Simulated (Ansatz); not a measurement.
# AsRu3: the cost of one run

Method: DFT PBE, scalar-relativistic, plane waves, PAW, in Ansatz 0.2.0.

### 1 Starting point

Symmetry: Pm-3n, No. 223, cubic system. The conventional cell has a = 4.983 Å, b = 4.983 Å, c = 4.983 Å, α = 90.00°, β = 90.00°, γ = 90.00°. As (site symmetry m-3) is surrounded by 12 Ru at 2.79 Å. Ru (site symmetry -4m2) is surrounded by 2 Ru at 2.49 Å and 4 As at 2.79 Å.

Structure file:

```cif
data_structure
_symmetry_space_group_name_H-M 'P 1'
_symmetry_Int_Tables_number 1
_cell_length_a 4.9832
_cell_length_b 4.9832
_cell_length_c 4.9832
_cell_angle_alpha 90.000
_cell_angle_beta 90.000
_cell_angle_gamma 90.000
_cell_volume 123.75
loop_
_atom_site_label
_atom_site_type_symbol
_atom_site_fract_x
_atom_site_fract_y
_atom_site_fract_z
_atom_site_occupancy
As1 As 0.00000 0.00000 0.00000 1
As2 As 0.50000 0.50000 0.50000 1
Ru1 Ru 0.00000 0.50000 0.25000 1
Ru2 Ru 0.00000 0.50000 0.75000 1
Ru3 Ru 0.25000 0.00000 0.50000 1
Ru4 Ru 0.75000 0.00000 0.50000 1
Ru5 Ru 0.50000 0.75000 0.00000 1
Ru6 Ru 0.50000 0.25000 0.00000 1
```

This is candidate A: A15 type (Pm-3n, No. 223).

(A quick probe on a coarse mesh, which set the mesh and smearing, is not shown.)

### 3 A loose first relaxation (candidate A)

The input, input.yaml:

```yaml
crystal:
  lattice:
    - [4.9832478002, 0.0, 0.0]
    - [0.0, 4.9832478002, 0.0]
    - [0.0, 0.0, 4.9832478002]
  atoms:
    - { symbol: As, position: [0.0, 0.0, 0.0] }
    - { symbol: As, position: [0.5, 0.5, 0.5] }
    - { symbol: Ru, position: [0.0, 0.5, 0.25] }
    - { symbol: Ru, position: [0.0, 0.5, 0.75] }
    - { symbol: Ru, position: [0.25, 0.0, 0.5] }
    - { symbol: Ru, position: [0.75, 0.0, 0.5] }
    - { symbol: Ru, position: [0.5, 0.75, 0.0] }
    - { symbol: Ru, position: [0.5, 0.25, 0.0] }
basis:
  ecutwfc: 420
kpoints:
  mp_grid: { grid: [4, 4, 4] }
hamiltonian:
  xc: pbe
scf:
  occupations: { method: gaussian, width: 0.1 }
  lower_state_search: "off"
output:
  forces: true
  stress: true
  eigenvalues: true
relax:
  adjacent_minimum: "off"
  f_tol: 0.04
  max_steps: 70
  cell: { stress_tol: 0.4 }
```

Q: Estimate wall time and peak memory on 1 thread of an Arm CPU, shared host.

About 25 s, with a peak of 0.42 GiB.
